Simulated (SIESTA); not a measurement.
## Cu in SIESTA: tuning History

Cu:

```
Cu
1.0
     2.53076    0.00000    0.00000
    -1.26538    2.19171    0.00000
     0.00000    0.00000    8.26182
Cu
4
Cartesian
  1.2394 0.7351 6.2148
  0.0142 0.0376 4.1714
  -0.0486 1.4204 2.0238
  -0.0035 0.0357 0.0391
```

This isn't the form of Cu at room conditions, which is fcc.

The cell isn't the ideal one: atoms moved at random, drawn with an rms of 0.05 Å.

```yaml
Program: SIESTA 5.4.2
Task: single point
Functional: PBEsol
Potentials_or_basis: PseudoDojo 0.4 standard (PBEsol files)
Basis: DZP (energy shift 0.003 Ry; two zetas on semicore shells)
Grid_cutoff: 800 Ry
Energy_shift: 0.003 Ry
k_mesh: 8 × 8 × 3
Occupations: fermi-dirac, width 0.05 eV
Spin: no spin polarisation
```

These are the settings of the first run; the series varies History, with any setting tied to it.

Hardware: 8 MPI ranks on Arm Neoverse N1.

```
History  energy less the last converged row (meV/atom)  SCF cycles  wall time (s)
      2                                  not converged           -              -
      3                                           0.00          30             34
      5                                           0.00          14             20
      8                                           0.00          13             19
     12                                           0.00          14             20
     20                                           0.00          14             20
```

Fastest here: 8 (19 s), level within noise with 5, 12, 20; slowest of those that converged: 3 (34 s). These are single runs, one after another on one machine, so differences under about a fifth mean little.
